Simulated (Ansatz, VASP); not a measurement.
## BeC: VASP beside Ansatz

```
Be C
1.0
     2.90073    0.00000    0.00000
    -1.45036    2.51210    0.00000
     0.00000    0.00000    7.82061
Be C
4 4
Direct
  0.66667 0.33333 0.75000
  0.00000 0.00000 0.00000
  0.33333 0.66667 0.25000
  0.00000 0.00000 0.50000
  0.33333 0.66667 0.84040
  0.66667 0.33333 0.15960
  0.66667 0.33333 0.34040
  0.33333 0.66667 0.65960
```

Alike in both runs: task single point; functional PBE; k mesh 6 × 6 × 2; occupations gaussian, width 0.1 eV; collinear spin.

|  | VASP | Ansatz |
| --- | --- | --- |
| version | VASP 6.6.1 | Ansatz 0.2.0 |
| potentials or method | VASP PAW PBE potentials, release 64 (Be, C) | scalar-relativistic, plane waves, PAW |
| plane-wave cutoff (eV) | 520 | 420 |
| valence electrons in the cell | 24 | 24 |

VASP gave:

```
gap on the k mesh at the Fermi level (eV)       : none
pressure (GPa)                                  : 0.4
largest component of the traceless stress (GPa) : 0.11
rms of the force components (eV/Å)              : 0.035
net moment per atom (μB)                        : 0.00
```

Question: Which values does Ansatz return?

Answer: gap on the k mesh at the Fermi level (eV): none; pressure (GPa): 0.0; largest component of the traceless stress (GPa): 0.21; rms of the force components (eV/Å): 0.001; net moment per atom (μB): 0.00.

Atom by atom the forces differ by 0.036 eV/Å (rms over components). A gap of «none» marks a metal or a gap that the smearing closes. Ansatz warned: «seeded_moment_not_kept».

Caveats: the k mesh is coarse (spacing up to 0.42 Å⁻¹), so the values aren't converged.
